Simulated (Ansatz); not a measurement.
# Ge: a trial structure relaxed, part 3 of 3

The task: take a trial cell of Ge to zero force and stress.

Ansatz 0.2.0; DFT PBE, scalar-relativistic, plane waves, PAW. Earlier steps stand in the parts before.

### 4 Full relaxation

The end of the coarse run is made exact in the group found at a tolerance of 0.06 Å and reduced to its primitive cell.

input.yaml reads:

```yaml
crystal:
  lattice:
    - [-3.727434186, 3.727434186, 1.4323827007]
    - [3.727434186, -3.727434186, 1.4323827007]
    - [3.727434186, 3.727434186, -1.4323827007]
  atoms:
    - { symbol: Ge, position: [0.375, 0.625, 0.75] }
    - { symbol: Ge, position: [0.875, 0.625, 0.25] }
    - { symbol: Ge, position: [0.375, 0.125, 0.75] }
    - { symbol: Ge, position: [0.375, 0.625, 0.25] }
basis:
  ecutwfc: 420
kpoints:
  mp_grid: { grid: [18, 18, 18] }
hamiltonian:
  xc: pbe
scf:
  occupations: { method: gaussian, width: 0.1 }
output:
  forces: true
  stress: true
  eigenvalues: true
relax:
  adjacent_minimum: "off"
  f_tol: 0.01
  max_steps: 80
  cell: { stress_tol: 0.05 }
```

Command:

```bash
ansatz run input.yaml --threads 1 --pin off --max-ram 2560MiB --backend cpu --events-out ev --progress --plain --runs-dir out
```

The program printed:

```text
Warning: RAYON_NUM_THREADS=1 ignored (pool sized by the plan → 1); use --threads N
Engine: ansatz 0.2.0, aarch64-unknown-linux-gnu
Pseudopotentials: kind: paw
Pseudopotential: Ge, paw, valence charge 14, recommended cutoff 420 eV (normal), Ge.paw.azcp
Functional definition: PBE
  parameter kappa = 0.804
  parameter beta = 0.06672455060314922
  exchange = pbe_x(kappa = kappa, mu = beta*pi^2/3)
  correlation = pbe_c(beta = beta)
Crystal: 4 atoms, lattice volume = 79.605 Å³
Basis set: ecut = 420 eV, 1533 PW (Γ), exchange–correlation on 80×80×80 points (8 copies of the dense FFT grid, shifted against one another)
Bands: 34, of which v1, the nominal top of the filled ones, is band 28 counted from 1 (27 counted from 0)
Symmetry: 16 space group operations
Space group: I41/amd (ITA 141), of the structure as read, at distance tolerance 4.3e-5 Å
k-points: 480 of 5832
Non-local potential: Ge, projectors of the file, l = 0: 2, l = 1: 2, l = 2: 3, l = 3: 1
PAW form: soft (Blöchl's): semilocal exchange-correlation on the pseudo side does not see the compensation charge
PAW one-centre angular grid: Ge, 590 points (default); XC on 64 Gauss nodes
Initial density: superposition of atomic densities (neutral atoms: chi_scale 0, normalization atom), corrected by the library's trained network
Initial wavefunctions: pseudopotential atomic-orbital guess
Functional: x = pbe(κ = 0.804, μ = 0.2195149727645171), c = pbe(β = 0.06672455060314922)
SCF iter   1: F=—  HF=-17178.642091 eV  |F-HF|=—  |Δ(HF+E_count)|=         —  Δρ=1.32e-3  dr2=1.54e-3  ethr=1.77e-3  ⟨swp⟩=6.1  Hψ=61755  notcnv=0  defer=4
preconditioner: auto → Kerker (q_TF=auto, 2.573 Å⁻¹)  [metal: Δε(μ)=0.004 eV  Ē_g=22.264 eV  σ=0.100 eV  W_gap=0.02  n_scr=20 (ndim 8)  ℏωp=31.1 eV  f_vac=0.000  D(μ)=2.01/eV (n_scr^D=8)]
SCF iter   2: F=—  HF=-17178.640737 eV  |F-HF|=—  |Δ(HF+E_count)|=   1.35e-3  Δρ=8.85e-4  dr2=7.69e-4  ethr=2.75e-6  ⟨swp⟩=2.4  Hψ=30890  notcnv=0  defer=4
SCF iter   3: F=—  HF=-17178.640834 eV  |F-HF|=—  |Δ(HF+E_count)|=   9.75e-5  Δρ=4.69e-4  dr2=1.35e-4  ethr=1.37e-6  ⟨swp⟩=2.0  Hψ=29179  notcnv=0  defer=4
SCF iter   4: F=—  HF=-17178.640680 eV  |F-HF|=—  |Δ(HF+E_count)|=   1.54e-4  Δρ=2.07e-4  dr2=1.92e-5  ethr=2.41e-7  ⟨swp⟩=2.0  Hψ=29110  notcnv=0  defer=4
SCF iter   5: F=—  HF=-17178.640597 eV  |F-HF|=—  |Δ(HF+E_count)|=   8.24e-5  Δρ=5.36e-5  dr2=2.50e-6  ethr=3.43e-8  ⟨swp⟩=2.0  Hψ=29186  notcnv=0  defer=4
SCF iter   6: F=—  HF=-17178.640597 eV  |F-HF|=—  |Δ(HF+E_count)|=   4.10e-7  Δρ=2.21e-5  dr2=2.32e-7  ethr=4.46e-9  ⟨swp⟩=2.0  Hψ=29150  notcnv=0  defer=4
SCF iter   7: F=-17178.640597 eV  HF=-17178.640597 eV  |F-HF|=1.23e-7  |Δ(HF+E_count)|=   6.23e-8  Δρ=1.20e-5  dr2=5.08e-8  ethr=1.79e-10  ⟨swp⟩=6.3  Hψ=58125  notcnv=0
SCF 1 converged in 7 iterations: F = -17178.640597 eV  dr2 = 5.08e-8
relax step   1: F+E_penalty+E_count = -17178.64059663 eV  Δ(F+E_penalty+E_count) = +0.000e0 eV  max|allowed force component| = 3.353e-29 eV/Å  Δτ_max = 0.0000 Å  P = +0.139 GPa  Ω = 79.605 Å³  (7 SCF iters, dr2 threshold 1.00e-7 eV, accepted)
Crystal: 4 atoms, lattice volume = 79.586 Å³
Basis set: ecut = 420 eV, 1549 PW (Γ), exchange–correlation on 80×80×80 points (8 copies of the dense FFT grid, shifted against one another)
Initial density: handed on by an earlier stage of this run
Initial wavefunctions: those handed on with the density
iter 1 solved again at ethr=2.80e-6 eV; its pass at ethr=3.10e-3 eV (dr2=1.57e-3 eV) is discarded
SCF iter   1: F=—  HF=-17178.650424 eV  |F-HF|=—  |Δ(HF+E_count)|=         —  Δρ=1.06e-3  dr2=1.17e-3  ethr=2.80e-6  ⟨swp⟩=1.8  Hψ=76955  notcnv=0
preconditioner: auto → Kerker (q_TF=auto, 2.573 Å⁻¹)  [metal: Δε(μ)=0.002 eV  Ē_g=22.290 eV  σ=0.100 eV  W_gap=0.01  n_scr=20 (ndim 8)  ℏωp=31.1 eV  f_vac=0.000  D(μ)=2.01/eV (n_scr^D=8)]
SCF iter   2: F=—  HF=-17178.650208 eV  |F-HF|=—  |Δ(HF+E_count)|=   2.15e-4  Δρ=6.97e-4  dr2=5.22e-4  ethr=2.09e-6  ⟨swp⟩=1.0  Hψ=16320  notcnv=0
SCF iter   3: F=—  HF=-17178.650032 eV  |F-HF|=—  |Δ(HF+E_count)|=   1.76e-4  Δρ=8.49e-5  dr2=4.22e-6  ethr=9.33e-7  ⟨swp⟩=2.0  Hψ=20143  notcnv=0
SCF iter   4: F=—  HF=-17178.649975 eV  |F-HF|=—  |Δ(HF+E_count)|=   5.73e-5  Δρ=4.53e-5  dr2=1.37e-6  ethr=7.14e-10  ⟨swp⟩=6.0  Hψ=73461  notcnv=0
SCF iter   5: F=-17178.649975 eV  HF=-17178.649975 eV  |F-HF|=2.10e-8  |Δ(HF+E_count)|=   5.54e-7  Δρ=1.77e-5  dr2=1.99e-7  ethr=7.14e-10  ⟨swp⟩=2.4  Hψ=54156  notcnv=0
SCF 2 converged in 5 iterations: F = -17178.649975 eV  dr2 = 1.99e-7
relax step   2: F+E_penalty+E_count = -17178.64997540 eV  Δ(F+E_penalty+E_count) = -9.379e-3 eV  max|allowed force component| = 6.074e-29 eV/Å  Δτ_max = 0.0000 Å  P = +0.102 GPa  Ω = 79.586 Å³  energy of the carried Pulay correction = +2.568e-5 eV  (5 SCF iters, dr2 threshold 4.00e-7 eV, accepted)
Crystal: 4 atoms, lattice volume = 79.814 Å³
iter 1 solved again at ethr=2.01e-7 eV; its pass at ethr=3.10e-3 eV (dr2=1.12e-4 eV) is discarded
SCF iter   1: F=—  HF=-17178.650853 eV  |F-HF|=—  |Δ(HF+E_count)|=         —  Δρ=3.91e-4  dr2=1.59e-4  ethr=2.01e-7  ⟨swp⟩=2.0  Hψ=74835  notcnv=0
preconditioner: auto → Kerker (q_TF=auto, 2.572 Å⁻¹)  [metal: Δε(μ)=0.000 eV  Ē_g=22.288 eV  σ=0.100 eV  W_gap=0.00  n_scr=20 (ndim 8)  ℏωp=31.1 eV  f_vac=0.000  D(μ)=2.08/eV (n_scr^D=8)]
SCF iter   2: F=—  HF=-17178.650777 eV  |F-HF|=—  |Δ(HF+E_count)|=   7.59e-5  Δρ=2.56e-4  dr2=6.97e-5  ethr=2.01e-7  ⟨swp⟩=1.0  Hψ=16320  notcnv=0
SCF iter   3: F=—  HF=-17178.650754 eV  |F-HF|=—  |Δ(HF+E_count)|=   2.28e-5  Δρ=3.93e-5  dr2=9.73e-7  ethr=1.24e-7  ⟨swp⟩=2.0  Hψ=20135  notcnv=0
SCF iter   4: F=—  HF=-17178.650753 eV  |F-HF|=—  |Δ(HF+E_count)|=   8.65e-7  Δρ=1.87e-5  dr2=2.58e-7  ethr=3.78e-10  ⟨swp⟩=5.0  Hψ=70285  notcnv=0
SCF iter   5: F=-17178.650753 eV  HF=-17178.650753 eV  |F-HF|=8.26e-10  |Δ(HF+E_count)|=   1.19e-7  Δρ=6.45e-6  dr2=2.66e-8  ethr=3.78e-10  ⟨swp⟩=4.0  Hψ=48941  notcnv=0
SCF 3 converged in 5 iterations: F = -17178.650753 eV  dr2 = 2.66e-8
relax step   3: F+E_penalty+E_count = -17178.65075330 eV  Δ(F+E_penalty+E_count) = -7.779e-4 eV  max|allowed force component| = 1.735e-29 eV/Å  Δτ_max = 0.0000 Å  P = -0.068 GPa  Ω = 79.814 Å³  energy of the carried Pulay correction = -9.808e-6 eV  (5 SCF iters, dr2 threshold 2.12e-7 eV, accepted)
Crystal: 4 atoms, lattice volume = 79.616 Å³
iter 1 solved again at ethr=1.31e-8 eV; its pass at ethr=3.10e-3 eV (dr2=7.36e-6 eV) is discarded
SCF iter   1: F=—  HF=-17178.650841 eV  |F-HF|=—  |Δ(HF+E_count)|=         —  Δρ=1.07e-4  dr2=1.05e-5  ethr=1.31e-8  ⟨swp⟩=2.8  Hψ=75080  notcnv=0
preconditioner: auto → Kerker (q_TF=auto, 2.573 Å⁻¹)  [metal: Δε(μ)=0.001 eV  Ē_g=22.297 eV  σ=0.100 eV  W_gap=0.00  n_scr=20 (ndim 8)  ℏωp=31.1 eV  f_vac=0.000  D(μ)=2.10/eV (n_scr^D=8)]
SCF iter   2: F=—  HF=-17178.650792 eV  |F-HF|=—  |Δ(HF+E_count)|=   4.92e-5  Δρ=7.13e-5  dr2=4.80e-6  ethr=1.31e-8  ⟨swp⟩=1.0  Hψ=16320  notcnv=0
SCF iter   3: F=—  HF=-17178.650791 eV  |F-HF|=—  |Δ(HF+E_count)|=   8.45e-7  Δρ=1.34e-5  dr2=1.14e-7  ethr=8.58e-9  ⟨swp⟩=2.0  Hψ=20100  notcnv=0
SCF iter   4: F=-17178.650791 eV  HF=-17178.650791 eV  |F-HF|=6.42e-9  |Δ(HF+E_count)|=   7.21e-8  Δρ=6.18e-6  dr2=3.25e-8  ethr=6.64e-11  ⟨swp⟩=4.1  Hψ=59560  notcnv=0
SCF 4 converged in 4 iterations: F = -17178.650791 eV  dr2 = 3.25e-8
relax step   4: F+E_penalty+E_count = -17178.65079129 eV  Δ(F+E_penalty+E_count) = -3.799e-5 eV  max|allowed force component| = 6.035e-29 eV/Å  Δτ_max = 0.0000 Å  P = +0.094 GPa  Ω = 79.616 Å³  energy of the carried Pulay correction = +2.995e-5 eV  (4 SCF iters, dr2 threshold 3.72e-8 eV, rejected (line search))
Crystal: 4 atoms, lattice volume = 79.728 Å³
iter 1 solved again at ethr=2.83e-9 eV; its pass at ethr=3.10e-3 eV (dr2=1.58e-6 eV) is discarded
SCF iter   1: F=—  HF=-17178.650854 eV  |F-HF|=—  |Δ(HF+E_count)|=         —  Δρ=5.36e-5  dr2=2.28e-6  ethr=2.83e-9  ⟨swp⟩=3.1  Hψ=77118  notcnv=0
preconditioner: auto → Kerker (q_TF=auto, 2.572 Å⁻¹)  [metal: Δε(μ)=0.001 eV  Ē_g=22.293 eV  σ=0.100 eV  W_gap=0.00  n_scr=20 (ndim 8)  ℏωp=31.1 eV  f_vac=0.000  D(μ)=2.09/eV (n_scr^D=8)]
SCF iter   2: F=—  HF=-17178.650806 eV  |F-HF|=—  |Δ(HF+E_count)|=   4.80e-5  Δρ=3.55e-5  dr2=1.02e-6  ethr=2.83e-9  ⟨swp⟩=1.0  Hψ=16320  notcnv=0
SCF iter   3: F=—  HF=-17178.650806 eV  |F-HF|=—  |Δ(HF+E_count)|=   1.19e-7  Δρ=7.57e-6  dr2=3.61e-8  ethr=1.82e-9  ⟨swp⟩=2.9  Hψ=29346  notcnv=0
SCF iter   4: F=—  HF=-17178.650806 eV  |F-HF|=—  |Δ(HF+E_count)|=   3.29e-8  Δρ=3.19e-6  dr2=7.52e-9  ethr=6.45e-11  ⟨swp⟩=2.0  Hψ=29739  notcnv=0
SCF iter   5: F=—  HF=-17178.650806 eV  |F-HF|=—  |Δ(HF+E_count)|=   3.73e-9  Δρ=8.54e-7  dr2=5.32e-10  ethr=1.34e-11  ⟨swp⟩=2.8  Hψ=29981  notcnv=0
SCF iter   6: F=-17178.650806 eV  HF=-17178.650806 eV  |F-HF|=0.00e0  |Δ(HF+E_count)|=  2.36e-10  Δρ=1.80e-7  dr2=2.60e-11  ethr=1.00e-12  ⟨swp⟩=3.0  Hψ=63785  notcnv=0
SCF 5 converged in 6 iterations: F = -17178.650806 eV  dr2 = 2.60e-11
relax step   5: F+E_penalty+E_count = -17178.65080582 eV  Δ(F+E_penalty+E_count) = -5.252e-5 eV  max|allowed force component| = 2.761e-29 eV/Å  Δτ_max = 0.0000 Å  P = +0.002 GPa  Ω = 79.728 Å³  energy of the carried Pulay correction = +7.588e-6 eV  (6 SCF iters, accepted)
Initial wavefunctions: pseudopotential atomic-orbital guess (no wavefunctions were taken with the density)
iter 1 solved again at ethr=6.11e-8 eV; its pass at ethr=3.10e-3 eV (dr2=3.42e-5 eV) is discarded
SCF iter   1: F=—  HF=-17178.648067 eV  |F-HF|=—  |Δ(HF+E_count)|=         —  Δρ=7.48e-4  dr2=9.38e-6  ethr=6.11e-8  ⟨swp⟩=2.8  Hψ=95477  notcnv=0
preconditioner: auto → Kerker (q_TF=auto, 2.572 Å⁻¹)  [metal: Δε(μ)=0.000 eV  Ē_g=22.292 eV  σ=0.100 eV  W_gap=0.00  n_scr=20 (ndim 8)  ℏωp=31.1 eV  f_vac=0.000  D(μ)=2.09/eV (n_scr^D=8)]
SCF iter   2: F=—  HF=-17178.650081 eV  |F-HF|=—  |Δ(HF+E_count)|=   2.01e-3  Δρ=3.80e-4  dr2=2.38e-6  ethr=1.67e-8  ⟨swp⟩=2.0  Hψ=19836  notcnv=0
SCF iter   3: F=—  HF=-17178.650811 eV  |F-HF|=—  |Δ(HF+E_count)|=   7.30e-4  Δρ=4.22e-6  dr2=2.57e-9  ethr=4.25e-9  ⟨swp⟩=1.9  Hψ=17523  notcnv=0
SCF iter   4: F=—  HF=-17178.650811 eV  |F-HF|=—  |Δ(HF+E_count)|=   6.94e-8  Δρ=1.30e-6  dr2=1.34e-9  ethr=4.58e-12  ⟨swp⟩=2.0  Hψ=29780  notcnv=0
SCF iter   5: F=—  HF=-17178.650811 eV  |F-HF|=—  |Δ(HF+E_count)|=  6.04e-10  Δρ=5.22e-7  dr2=3.20e-10  ethr=2.39e-12  ⟨swp⟩=2.0  Hψ=29424  notcnv=0
SCF iter   6: F=-17178.650811 eV  HF=-17178.650811 eV  |F-HF|=3.64e-12  |Δ(HF+E_count)|=  1.46e-11  Δρ=6.94e-8  dr2=3.94e-12  ethr=1.00e-12  ⟨swp⟩=2.9  Hψ=52598  notcnv=0
SCF 6 converged in 6 iterations: F = -17178.650811 eV  dr2 = 3.94e-12
relax step   6: F+E_penalty+E_count = -17178.65081091 eV  Δ(F+E_penalty+E_count) = -5.090e-6 eV  max|allowed force component| = 2.012e-29 eV/Å  Δτ_max = 0.0000 Å  P = +0.003 GPa  Ω = 79.728 Å³  stress off target by 1.04e-2 GPa  SCF on the basis re-selected at this cell (its energy is not comparable with the rows above)  (6 SCF iters)
basis re-selected at this cell: Δ(F+E_penalty+E_count) = -5.090e-6 eV, ΔP = +0.001 GPa vs the last step (what re-selecting the basis moved, of the pressure what is left beyond the Pulay correction that the steps carried, after the strain that the cell walked since its last selection, with what the two solves' SCF thresholds leave and, on support functions, any second-order correction that the steps lacked; it is no measure of the basis error at this ecutwfc). This SCF's stress stands 1.04e-2 GPa from its target on what of the cell is left free (relax.cell.stress_tol is 5.00e-2 GPa) and its largest allowed force component is 2.01e-29 eV/Å (relax.f_tol is 1.00e-2 eV/Å): within both
SCF converged after 6 iterations
Free energy (F): -17178.650811 eV
Harris-Foulkes:  -17178.650811 eV  (|F-HF|=3.64e-12)
Internal energy: -17178.640352 eV  (E = F + TS)
E sigma→0 (E₀):  -17178.645582 eV
Entropy (-TS):   -0.010459 eV (-2.615 meV/atom)
Fermi energy:    10.230523 eV
--- Per-component energies (eV) ---
  E_band       = -499.187259
  E_kinetic    = 440.352069
  E_local      = -8816.685433  (includes V_loc(G=0)·N_el)
  E_nonlocal   = 1662.533484
  E_hartree    = 3850.556095
  E_xc         = -301.611221
  E_vxc        = -257.145351  (∫ρ·V_xc dr)
  E_paw        = -8067.355001  (= ΣΔE_a)
  E_vpaw       = -1229.355590  (= ΣTr[D̂ρ^β])
  E_aug_tail   = 0.001303  (compensation charges beyond the density's cutoff)
  E_ewald      = -5946.431647
  E_smearing   = -0.010459  (= −TS)
  E_closure    = 0.000000  (closes the sum)
  Σ components = -17178.650811   (vs F -17178.650811, Δ=0.00e0)
--- Forces (eV/Å), atoms counted from 1 ---
  atom   1  Ge     0.00000000     0.00000000     0.00000000
  atom   2  Ge     0.00000000    -0.00000000    -0.00000000
  atom   3  Ge     0.00000000     0.00000000    -0.00000000
  atom   4  Ge     0.00000000    -0.00000000    -0.00000000
  max |Σ_I F_I| component: 8.36e-29 eV/Å
--- Stress (GPa, compression-positive) ---
        0.009929       0.000000       0.000000
        0.000000       0.009929      -0.000000
        0.000000       0.000000      -0.010382
  P = ⅓ Tr σ = 0.0032 GPa (0.032 kbar)
--- Band table (eV; the first three rows and the last of 480) ---
  k-point 0: bands = ["-14.5755", "-14.5691", "-14.5615", "-14.5615", "-14.5306", "-14.5104", "-14.4772", "-14.4772", "-14.4396", "-14.4396", "-14.4345", "-14.4266", "-14.4079", "-14.4039", "-14.3946", "-14.3946", "-14.3817", "-14.3817", "-14.3670", "-14.2944", "-2.6146", "1.3061", "1.3061", "4.5568", "4.6587", "5.4621", "7.8423", "7.8423", "13.3960", "16.7166", "16.7166", "17.2266", "17.6408", "18.0855"]
  k-point 1: bands = ["-14.5746", "-14.5687", "-14.5615", "-14.5607", "-14.5305", "-14.5098", "-14.4772", "-14.4768", "-14.4400", "-14.4394", "-14.4345", "-14.4268", "-14.4081", "-14.4039", "-14.3949", "-14.3947", "-14.3826", "-14.3814", "-14.3674", "-14.2955", "-2.5989", "1.2164", "1.3215", "4.6034", "4.7498", "5.3406", "7.7932", "7.9964", "13.4758", "16.5371", "16.7244", "17.2185", "17.6337", "17.9580"]
  k-point 2: bands = ["-14.5724", "-14.5672", "-14.5616", "-14.5586", "-14.5303", "-14.5081", "-14.4774", "-14.4756", "-14.4413", "-14.4385", "-14.4344", "-14.4273", "-14.4085", "-14.4041", "-14.3955", "-14.3951", "-14.3852", "-14.3807", "-14.3685", "-14.2987", "-2.5519", "0.9802", "1.3679", "4.6636", "5.0430", "5.0698", "7.6541", "8.3917", "13.7064", "16.0047", "16.7470", "17.1932", "17.6132", "17.7716"]
  k-point 479: bands = ["-14.5375", "-14.5375", "-14.5340", "-14.5340", "-14.4558", "-14.4558", "-14.4548", "-14.4548", "-14.4501", "-14.4501", "-14.4485", "-14.4485", "-14.4124", "-14.4124", "-14.4106", "-14.4106", "-14.4062", "-14.4062", "-14.4045", "-14.4045", "-0.1192", "-0.1192", "-0.0843", "-0.0843", "10.6291", "10.6291", "10.6334", "10.6334", "11.5170", "11.5170", "11.6072", "11.6072", "16.5687", "16.5687"]
--- Relaxed structure (5 steps of the walk, 4 accepted, 1 SCFs on fresh bases) ---
  F+E_penalty+E_count = -17178.65081091 eV   max|allowed force component| = 2.012e-29 eV/Å   (the final SCF, on the basis selected at the relaxed cell)
  cell:  # Å, volume = 79.7282 Å³
    - [-3.766680207822603, 3.766680207822603, 1.4048647365251865]
    - [3.766680207822603, -3.766680207822603, 1.4048647365251865]
    - [3.766680207822603, 3.766680207822603, -1.4048647365251865]
  atoms:
    - { symbol: Ge, position: [0.375, 0.625, 0.75] }
    - { symbol: Ge, position: [0.875, 0.625, 0.25] }
    - { symbol: Ge, position: [0.375, 0.125, 0.75] }
    - { symbol: Ge, position: [0.37499999999999994, 0.625, 0.25] }
```

Run time: 6.8 min. Hardware: 1 thread of Arm Neoverse V1, shared host; peak memory 1.1 GiB.

The steps of the relaxation:

```
step  energy from step 1 (eV/cell)  largest force component (eV/Å)  pressure (GPa)  volume (Å³)
   1                        0.0000                          0.0000            0.14        79.60
   2                       -0.0094                          0.0000            0.10        79.59
   3                       -0.0102                          0.0000           -0.07        79.81
   4                       -0.0102                          0.0000            0.09        79.62
   5                       -0.0102                          0.0000            0.00        79.73
   6                       -0.0102                          0.0000            0.00        79.73
```

Step 1 is the start. Step 6 repeats the geometry before it on a plane-wave basis chosen anew for that cell, so its energy need not be comparable with the rows above. Step 4 was tried and not accepted.

Lengths and angles in the start's conventional setting:

|  | before | after | change |
| --- | --- | --- | --- |
| a (Å) | 7.455 | 7.533 | +1.1 % |
| b (Å) | 7.455 | 7.533 | +1.1 % |
| c (Å) | 2.865 | 2.810 | -1.9 % |
| volume (Å³/atom) | 19.90 | 19.93 | +0.2 % |
| shortest distance (Å) | 2.731 | 2.755 | +0.9 % |
| space group (0.01 Å) | I4_1/amd | I4_1/amd | same |

The run keeps the 16 symmetry operations of the start, so it could not have lowered the symmetry.

### 5 Changed: preconditioner none

input.yaml reads:

```yaml
crystal:
  lattice:
    - [-3.7666802078, 3.7666802078, 1.4048647365]
    - [3.7666802078, -3.7666802078, 1.4048647365]
    - [3.7666802078, 3.7666802078, -1.4048647365]
  atoms:
    - { symbol: Ge, position: [0.375, 0.625, 0.75] }
    - { symbol: Ge, position: [0.875, 0.625, 0.25] }
    - { symbol: Ge, position: [0.375, 0.125, 0.75] }
    - { symbol: Ge, position: [0.375, 0.625, 0.25] }
basis:
  ecutwfc: 420
kpoints:
  mp_grid: { grid: [18, 18, 18] }
hamiltonian:
  xc: pbe
scf:
  occupations: { method: gaussian, width: 0.1 }
  mixing: { preconditioner: none }
output:
  forces: true
  eigenvalues: true
  stress: true
```

Command:

```bash
ansatz run input.yaml --threads 1 --pin off --max-ram 2560MiB --backend cpu --events-out ev --progress --plain --runs-dir out
```

The program printed, cut to the lines that bear on the results:

```text
Warning: RAYON_NUM_THREADS=1 ignored (pool sized by the plan → 1); use --threads N
[...]
Pseudopotentials: kind: paw
Pseudopotential: Ge, paw, valence charge 14, recommended cutoff 420 eV (normal), Ge.paw.azcp
Functional definition: PBE
[...]
Crystal: 4 atoms, lattice volume = 79.728 Å³
Basis set: ecut = 420 eV, 1549 PW (Γ), exchange–correlation on 80×80×80 points (8 copies of the dense FFT grid, shifted against one another)
[...]
--- Forces (eV/Å), atoms counted from 1 ---
  atom   1  Ge     0.00000000    -0.00000000     0.00000000
  atom   2  Ge     0.00000000     0.00000000     0.00000000
  atom   3  Ge    -0.00000000     0.00000000     0.00000000
  atom   4  Ge    -0.00000000    -0.00000000    -0.00000000
[...]
--- Stress (GPa, compression-positive) ---
        0.009923       0.000000       0.000000
        0.000000       0.009923       0.000000
        0.000000       0.000000      -0.010373
  P = ⅓ Tr σ = 0.0032 GPa (0.032 kbar)
--- Band table (eV; the first three rows and the last of 480) ---
[...]
```

Run time: 62 s. Hardware: 1 thread of Arm Neoverse V1, shared host; peak memory 1 GiB.

```csv
run,ending,energy change,pressure (GPa),gap (eV),force (eV/Å),cycles,time
step 4,converged,0,0.0,0.00,0.00,-,6.8 min
variant,converged,0.0 meV/atom,0.0,0.00,0.00,6,62 s
```

With the changed mixing the energy agrees within 0.5 meV/atom.

### 6 Summary of results

This closing draws on all 3 parts. Changes of volume or cell count from the first structure of part 1.

```
                              quantity                                                                      value
symmetry at the end (tolerance 0.05 Å)                                             space group I4_1/amd (No. 141)
                     conventional cell  a = 7.533 Å, b = 7.533 Å, c = 2.810 Å, α = 90.00°, β = 90.00°, γ = 90.00°
                                volume                                                              19.93 Å³/atom
        energy over the standard state                                                              +0.32 eV/atom
                       gap on the mesh                                                               none (metal)
```

The space group I4_1/amd (No. 141) is kept, and the volume per atom grows by 28.9 % from the first guess. It lies above the element's standard state, so it is metastable at best. No finished test with a distortion of lower symmetry is shown, so the end may be a saddle point.
